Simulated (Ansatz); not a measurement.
# MgF2: the cost of one run

Method: DFT PBE, scalar-relativistic, plane waves, PAW, in Ansatz 0.2.0.

### 1 The starting structure

It takes space group P4_2/mnm (No. 136, tetragonal). Conventional cell: a = 4.621 Å, b = 4.621 Å, c = 3.016 Å, α = 90.00°, β = 90.00°, γ = 90.00°. Mg (site symmetry mmm) has 6 F at 1.98 Å as nearest neighbours. Around F (site symmetry m2m) lie 3 Mg at 1.98 Å.

Structure file:

```
Mg F
1.0
     4.62130    0.00000    0.00000
     0.00000    4.62130    0.00000
     0.00000    0.00000    3.01590
Mg F
2 4
Cartesian
  0.0000 0.0000 0.0000
  2.3106 2.3106 1.5079
  1.3993 1.3993 0.0000
  0.9113 3.7100 1.5079
  3.2220 3.2220 0.0000
  3.7100 0.9113 1.5079
```

The structure comes from the Crystallography Open Database.

(A quick probe on a coarse mesh, which set the mesh and smearing, is not shown.)

### 3 Reference: the cell as listed

File input.yaml:

```yaml
crystal:
  lattice:
    - [4.6213, 0.0, 0.0]
    - [0.0, 4.6213, 0.0]
    - [0.0, 0.0, 3.0159]
  atoms:
    - { symbol: Mg, position: [0.0, 0.0, 0.0] }
    - { symbol: Mg, position: [0.5, 0.5, 0.5] }
    - { symbol: F, position: [0.3028, 0.3028, 0.0] }
    - { symbol: F, position: [0.1972, 0.8028, 0.5] }
    - { symbol: F, position: [0.6972, 0.6972, 0.0] }
    - { symbol: F, position: [0.8028, 0.1972, 0.5] }
basis:
  ecutwfc: 420
kpoints:
  mp_grid: { grid: [6, 6, 8] }
hamiltonian:
  xc: pbe
scf:
  occupations: { method: gaussian, width: 0.02 }
output:
  forces: true
  stress: true
  eigenvalues: true
  populations: true
```

**Question.** How long does this run take on 1 thread of an x86-64 CPU, shared host, and how much memory does it need?

About 6.2 s, with a peak of 0.43 GiB.
